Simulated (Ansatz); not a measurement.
# C: the cost of one run

Program: Ansatz 0.2.0. Level of theory: DFT PBE+D3(BJ), scalar-relativistic, plane waves, PAW. These are calculated values, not measurements.

## 1. The starting structure

It takes space group R-3m (No. 166, trigonal). Conventional cell: a = 2.466 Å, b = 2.466 Å, c = 24.848 Å, α = 90.00°, β = 90.00°, γ = 120.00°. C (site symmetry 3m) has 3 C at 1.42 Å as nearest neighbours.

Coordinates:

```xyz
4
Lattice="1.2332 0.7120 8.2826 -1.2332 0.7120 8.2826 0.0000 -1.4240 8.2826" Properties=species:S:1:pos:R:3 pbc="T T T"
C     0.0000    0.0000   22.6818
C     0.0000    0.0000    6.1163
C     0.0000    0.0000   18.7315
C     0.0000    0.0000    2.1661
```

The structure comes from the Materials Project (structure only).

(A quick probe on a coarse mesh, which set the mesh and smearing, is not shown.)

## 3. The relaxation

input.yaml

```yaml
crystal:
  lattice:
    - [1.2331880975, 0.7119814801, 8.2826151019]
    - [-1.2331880975, 0.7119814801, 8.2826151019]
    - [0.0, -1.4239629602, 8.2826151019]
  atoms:
    - { symbol: C, position: [0.91282692, 0.91282692, 0.91282692] }
    - { symbol: C, position: [0.24614994, 0.24614994, 0.24614994] }
    - { symbol: C, position: [0.75385006, 0.75385006, 0.75385006] }
    - { symbol: C, position: [0.08717308, 0.08717308, 0.08717308] }
basis:
  ecutwfc: 420
kpoints:
  mp_grid: { grid: [6, 6, 6] }
hamiltonian:
  xc: pbe
  dispersion: d3bj
scf:
  occupations: { method: gaussian, width: 0.01 }
output:
  forces: true
  stress: true
  eigenvalues: true
  write_density: true
  write_potential: true
  elf: true
  volumetric_format: npy
relax:
  adjacent_minimum: "off"
  f_tol: 0.005
  max_steps: 80
  cell: { stress_tol: 0.05 }
```

Launch:

```sh
ansatz run input.yaml --threads 1 --pin off --max-ram 2560MiB --backend cpu --events-out ev --progress --plain --runs-dir out
```

Q: Estimate wall time and peak memory on 1 thread of Intel Xeon Platinum 8488C (Sapphire Rapids), shared host.

About 15 s, with a peak of 0.34 GiB.
